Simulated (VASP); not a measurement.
# CdS (Greenockite) (P6_3mc) in VASP: evGW quasiparticle levels with PBE

Aim: the evGW quasiparticle levels of CdS (Greenockite) with PBE.

Program: VASP 6.6.1. These are calculated values, not measurements. Logs are shortened: lines on timing, memory, paths and dates and some standing lists are left out, and cuts for length are marked.

### Step 1. The crystal as given

The structure is hexagonal, space group P6_3mc (No. 186). The conventional cell has a = 4.150 Å, b = 4.150 Å, c = 6.737 Å, α = 90.00°, β = 90.00°, γ = 120.00°. Around Cd (site symmetry 3m) lie 4 S at 2.53 to 2.54 Å. S (site symmetry 3m) has 4 Cd at 2.53 to 2.54 Å as nearest neighbours.

### Step 2. EvGW quasiparticle levels, PBE

POSCAR

```
CdS
1.0
    4.1500000000      0.0000000000      0.0000000000
   -2.0750000000      3.5940054257      0.0000000000
    0.0000000000      0.0000000000      6.7370000000
Cd S
2 2
Direct
    0.6666666667      0.3333333333      0.5000000000
    0.3333333333      0.6666666667      0.0000000000
    0.6666666667      0.3333333333      0.8750000000
    0.3333333333      0.6666666667      0.3750000000
```

INCAR.step1

```
  PREC = Accurate
  ENCUT = 450
  EDIFF = 1E-8
  ISMEAR = 0
  SIGMA = 0.01
  LREAL = False
  LASPH = True
  NELM = 80
  ALGO = Normal
  LWAVE = True
  LCHARG = False
  GGA = PE
```

INCAR.step2

```
  PREC = Accurate
  ENCUT = 450
  EDIFF = 1E-8
  ISMEAR = 0
  SIGMA = 0.01
  LREAL = False
  LASPH = True
  NELM = 1
  ALGO = Exact
  LWAVE = True
  LCHARG = False
  GGA = PE
  NBANDS = 639
  LOPTICS = True
  ISTART = 1
```

INCAR.step3

```
  PREC = Accurate
  ENCUT = 450
  EDIFF = 1E-8
  ISMEAR = 0
  SIGMA = 0.01
  LREAL = False
  LASPH = True
  ALGO = EVGW
  LWAVE = False
  LCHARG = False
  GGA = PE
  NELMGW = 4
  NBANDS = 639
  ENCUTGW = 150
  NOMEGA = 48
  PRECFOCK = Fast
  ISTART = 1
  NBANDSGW = 26
```

KPOINTS

```
regular mesh
0
Gamma
  4 4 2
```

Potentials or basis: VASP PAW PBE potentials, release 64 (Cd_GW, S_GW).

Launch:

```
$ cat potpaw_PBE.64/Cd_GW/POTCAR potpaw_PBE.64/S_GW/POTCAR > POTCAR
$ cp INCAR.step1 INCAR
$ mpirun -np 1 vasp_std > vasp.out
$ cp INCAR.step2 INCAR
$ mpirun -np 1 vasp_std > vasp.out
$ cp INCAR.step3 INCAR
$ mpirun -np 1 vasp_std > vasp.out
```

OUTCAR:

```text
PREC = Accurate
   ENCUT = 450
   EDIFF = 1E-8
   ISMEAR = 0
   LREAL = False
   LASPH = True
   GGA = PE
   NELMGW = 4
   ENCUTGW = 150
   PRECFOCK = Fast
   ISTART = 1

 ion  position               nearest neighbor table
   1  0.667  0.333  0.500-   3 2.53   4 2.54   4 2.54   4 2.54
   2  0.333  0.667  0.000-   4 2.53   3 2.54   3 2.54   3 2.54
   3  0.667  0.333  0.875-   1 2.53   2 2.54   2 2.54   2 2.54
   4  0.333  0.667  0.375-   2 2.53   1 2.54   1 2.54   1 2.54

  LATTYP: Found a hexagonal cell.
 ALAT       =     4.1500000000
 C/A-ratio  =     1.6233734940

  Lattice vectors:

 A1 = (   4.1500000000,   0.0000000000,   0.0000000000)
 A2 = (  -2.0750000000,   3.5940054257,   0.0000000000)
 A3 = (   0.0000000000,   0.0000000000,   6.7370000000)

Analysis of symmetry for initial positions (statically):
=====================================================================
 Subroutine PRICEL returns:
 Original cell was already a primitive cell.

 Routine SETGRP: Setting up the symmetry group for a
 hexagonal supercell.

 Subroutine GETGRP returns: Found 12 space group operations
 (whereof  6 operations were pure point group operations)
 out of a pool of 24 trial point group operations.

The static configuration has the point symmetry C_3v.
 The point group associated with its full space group is C_6v.

Analysis of symmetry for dynamics (positions and initial velocities):
=====================================================================
 Subroutine PRICEL returns:
 Original cell was already a primitive cell.

 Routine SETGRP: Setting up the symmetry group for a
 hexagonal supercell.

 Subroutine GETGRP returns: Found 12 space group operations
 (whereof  6 operations were pure point group operations)
 out of a pool of 24 trial point group operations.

The dynamic configuration has the point symmetry C_3v.
 The point group associated with its full space group is C_6v.

 Subroutine INISYM returns: Found 12 space group operations
 (whereof  6 operations are pure point group operations),
 and found     1 'primitive' translations

----------------------------------------------------------------------------------------

                                     Primitive cell

  volume of cell :     100.4832

[... 41 lines left out ...]

 Subroutine IBZKPT returns following result:
 ===========================================

 Found      8 irreducible k-points:

 Following reciprocal coordinates:
            Coordinates               Weight
  0.000000  0.000000  0.000000      1.000000
  0.250000 -0.000000  0.000000      6.000000
  0.500000 -0.000000  0.000000      3.000000
  0.250000  0.250000  0.000000      6.000000
  0.000000  0.000000  0.500000      1.000000
  0.250000 -0.000000  0.500000      6.000000
  0.500000 -0.000000  0.500000      3.000000
  0.250000  0.250000  0.500000      6.000000
   k-points           NKPTS =      8   k-points in BZ     NKDIM =     32   number of bands    NBANDS=    639
   number of dos      NEDOS =    301   number of ions     NIONS =      4
   total plane-waves  NPLWV =  43200
   dimension x,y,z NGX =    30 NGY =   30 NGZ =   48
   dimension x,y,z NGXF=    60 NGYF=   60 NGZF=   96
   ions per type =               2   2
   NGX,Y,Z   is equivalent  to a cutoff of  12.02, 12.02, 11.84 a.u.
   NGXF,Y,Z  is equivalent  to a cutoff of  24.04, 24.04, 23.69 a.u.
 SYSTEM =  unknown system
   PREC   = accura    normal or accurate (medium, high low for compatibility)
   ISTART =      1    job   : 0-new  1-cont  2-samecut
   ICHARG =      0    charge: 1-file 2-atom 10-const
   ISPIN  =      1    spin polarized calculation?
   LNONCOLLINEAR =      F non collinear calculations
   LSORBIT =      F    spin-orbit coupling
   LASPH  =      T    aspherical Exc in radial PAW
   ENCUT  =  450.0 eV  33.07 Ry    5.75 a.u.   7.18  7.18 11.65*2*pi/ulx,y,z
   NELM   =     60;   NELMIN=  2; NELMDL=  0     # of ELM steps
   EDIFF  = 0.1E-07   stopping-criterion for ELM
   LREAL  =      F    real-space projection
   EDIFFG = 0.1E-06   stopping-criterion for IOM
   NSW    =      0    number of steps for IOM
   IBRION =     -1    ionic relax: 0-MD 1-quasi-New 2-CG
   NFREE  =      0    steps in history (QN), initial steepest desc. (CG)
   ISIF   =      0    stress and relaxation
   ISYM   =      3    0-nonsym 1-usesym 2-fastsym
   POTIM  = 0.5000    time-step for ionic-motion
   TEBEG  =    0.0;   TEEND  =   0.0 temperature during run
   PSTRESS=    0.0 pullay stress
   NELECT =      36.0000    total number of electrons
   NUPDOWN=      -1.0000    fix difference up-down
   EMIN   =  10.00;   EMAX   =-10.00  energy-range for DOS
   EFERMI =   0.00;   METHOD = LEGACY
   ISMEAR =     0;   SIGMA  =   0.01  broadening in eV -4-tet -1-fermi 0-gaus
   EFERMI_NEDOS =   21; number of points for ismear=-14 and -15
   IALGO  =     38    algorithm
   IMIX   =      4    mixing-type and parameters
     AMIX     =   0.40;   BMIX     =  1.00
     AMIX_MAG =   1.60;   BMIX_MAG =  1.00
  volume/ion in A,a.u.               =      25.12       169.52
  Fermi-wavevector in a.u.,A,eV,Ry     =   1.162727  2.197236 18.394190  1.351935
  Thomas-Fermi vector in A             =   2.299285
   LORBIT       =      0    0 simple, 1 ext, 2 COOP (PROOUT), +10 PAW based schemes
   GGA     = PE    functional components
   LHFCALC =     T    Hartree Fock is set to
   PRECFOCK=fast      Normal, Fast or Accurate (Low or Medium for compatibility)
   ENCUT4O =  -1.0   cutoff for four orbital integrals eV
   NKREDX  =     1    reduce k-point grid by
   NKREDY  =     1    reduce k-point grid by
   NKREDZ  =     1    reduce k-point grid by
   AEXX    =    1.0000 exact exchange contribution
   HFSCREEN=    0.0000 screening length (either q_TF or 0.3 A-1)
   HFSCREENC=   0.0000 screening length for correlation (either q_TF or 0.3 A-1)
   ENCUTFOCK=  -1.0 apply spherical cutoff to Coloumb kernel
   IVDW    =     0    specifies the selected vdW correction
   LEPSILON=     F    determine dielectric tensor
   LRPA    =     F    only Hartree local field effects (RPA)
   LRPAFORCE           =     F    calculate RPA forces
   ENCUTGW             = 150.0    cutoff for response function in eV
   ENCUTGWSOFT         = 120.0    soft cutoff for Coulomb kernel in GW response function in eV
   ENCUTLF             =  -1.0    cutoff for local field effects
   NELMGW              =     4    number of iterations in solving QP/BSE equation
   NELMHF              =     1    number of iterations in the inner HF iteration
   NKREDLFX            =     1    NKREDLFY  =   1   NKREDLFZ  =   1
 non-spin polarized calculation
 Gauss-broadening in eV      SIGMA  =   0.01
  energy-cutoff  :      450.00
  volume of cell :      100.48
 maximum number of plane-waves:      2189
 NGX is ok and might be reduce to    30
  NGX = 16; NGY = 16; NGZ = 28
   NGX = 15   NGY = 15   NGZ = 23
 maximum number of plane-waves:       428

 QP shifts <psi_nk| G(iteration)W_0 |psi_nk>: iteration 1
 for sc-GW calculations column KS-energies equals QP-energies in previous step
 and V_xc(KS)=  KS-energies - (<T + V_ion + V_H > + <T+V_H+V_ion>^1  + <V_x>^1)

 k-point   1 :       0.0000    0.0000    0.0000
  band No.  KS-energies  QP-energies   sigma(KS)   V_xc(KS)     V^pw_x(r,r')   Z            occupation Imag(sigma)

      1      -9.7566     -10.2472     -13.7867     -12.9962     -20.9044       0.6206       2.0000       1.0751
      2      -9.3299      -9.8829     -14.4485     -13.5776     -21.3968       0.6350       2.0000       1.0049
      3      -5.1441      -7.0528     -17.9344     -15.1862     -22.9315       0.6945       2.0000       0.3020
      4      -5.1218      -7.0269     -17.9406     -15.1954     -22.9377       0.6940       2.0000       0.3013
      5      -5.1218      -7.0269     -17.9406     -15.1954     -22.9377       0.6940       2.0000       0.3013
      6      -5.0364      -6.9634     -18.0268     -15.2584     -22.9960       0.6961       2.0000       0.2964
[... 954 lines left out ...]
     25      11.1533      11.1750      -8.9293      20.1104      -4.3034       0.7797       0.0000      -0.1001
     26      11.1533      11.1750      -8.9293      20.1104      -4.3034       0.7797       0.0000      -0.1001
```

OUTCAR.step1:

```text
PREC = Accurate
   ENCUT = 450
   EDIFF = 1E-8
   ISMEAR = 0
   LREAL = False
[... 413 lines left out ...]
      2.07500      1.19800      3.36850        -0.000000      0.000000     -0.054663
     -0.00000      2.39600      0.00000         0.000000     -0.000000     -0.054663
      2.07500      1.19800      5.89487        -0.000000      0.000000      0.054663
     -0.00000      2.39600      2.52637         0.000000      0.000000      0.054663
 -----------------------------------------------------------------------------------
    total drift:                               -0.000000     -0.000000     -0.000471

  FREE ENERGIE OF THE ION-ELECTRON SYSTEM (eV)
  ---------------------------------------------------
  free  energy   TOTEN  =       -12.3144340731 eV

  energy  without entropy=      -12.3144340731  energy(sigma->0) =      -12.31443407
```

OUTCAR.step2:

```text
PREC = Accurate
   ENCUT = 450
   EDIFF = 1E-8
   ISMEAR = 0
   LREAL = False
[... 813 lines left out ...]
     0.00000    10.19883    10.19883    10.04323    -0.00000     0.00000     0.00000
     2.39260     7.03550     7.03550     5.66646    -0.00000     0.00000     0.00000
     4.78521     5.26212     5.26212     9.43521    -0.00000    -0.00000     0.00000
     7.17781     0.33529     0.33529     0.22292    -0.00000     0.00000     0.00000
     9.57042    -1.97697    -1.97697    -0.91939    -0.00000     0.00000    -0.00000
    11.96302    -0.67967    -0.67967    -0.59996     0.00000    -0.00000    -0.00000
[... 92 lines left out ...]
   234.47521     0.98845     0.98845     0.98858     0.00000    -0.00000    -0.00000
   236.86781     0.98870     0.98870     0.98882     0.00000    -0.00000    -0.00000
```

Run time: 65 min. Hardware: 1 thread of AMD EPYC 9R45 (Zen 5), shared host; peak memory 1.2 GiB.

Results:

| Quantity | Value |
| --- | --- |
| Band gap on the k mesh, mean-field level | 1.19 eV, direct |
| Quasiparticle gap | 2.48 eV |
| Least direct quasiparticle gap | 2.48 eV |

Quasiparticle gap after each update of the energies (eV): 2.02, 2.33, 2.44, 2.48

Caveat: the k mesh is coarse (spacing up to 0.47 Å⁻¹), so the values aren't converged; bands, screening cutoff and mesh are small and nothing is extrapolated, so the quasiparticle values aren't converged.
